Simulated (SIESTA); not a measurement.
## BP under changes of volume

One of the cells (11.682 Å³/atom); the others are scaled copies at fixed shape and fractional positions:

```
P B
1.0
     0.00000    2.26900    2.26900
     2.26900    0.00000    2.26900
     2.26900    2.26900    0.00000
P B
1 1
Cartesian
  3.4035 3.4035 3.4035
  0.0000 0.0000 0.0000
```

```yaml
Program: SIESTA 5.4.2
Functional: PBE
Potentials_or_basis: PseudoDojo 0.4 standard (PBE files)
Basis: DZP (energy shift 0.003 Ry)
Grid_cutoff: 500 Ry
Energy_shift: 0.003 Ry
k_mesh: 10 × 10 × 10
Occupations: fermi-dirac, width 0.05 eV
Spin: no spin polarisation
```

| volume (Å³/atom) | energy over the lowest point (meV/atom) | pressure (GPa) | gap on the mesh (eV) |
| --- | --- | --- | --- |
| 10.981 | 48.06 | 16.3 | 1.21 |
| 11.214 | 27.48 | 12.0 | 1.23 |
| 11.448 | ? | ? | ? |
| 11.682 | 3.98 | 4.4 | 1.28 |
| 11.915 | 0.00 | 1.1 | 1.30 |
| 12.149 | 0.68 | -2.0 | 1.32 |
| 12.383 | 5.58 | -4.7 | 1.35 |

**Question.** What does the run at 11.448 Å³/atom give?

**Answer.** Energy over the lowest point 12.97 meV/atom; pressure 8.0 GPa; gap on the mesh 1.25 eV.

Worked out: A Birch-Murnaghan fit of order 3 (a polynomial in V^(-2/3)) to the other rows has its minimum at 12.00 Å³/atom with B0 = V·E''(V) = 157 GPa and B' = 3.7. It gives 12.95 meV/atom at 11.448 Å³/atom, against the run's 12.97, and -dE/dV = 8.0 GPa, against 8.0. A straight line through the other rows of the gap, of slope 1.15 eV per unit of ln V, gives 1.26 eV, against the run's 1.25.

Energies are extrapolated to zero smearing.

Caveats: the basis of atomic orbitals isn't converged, which shifts pressures, moduli and gaps.

A mesh can miss the band edges.
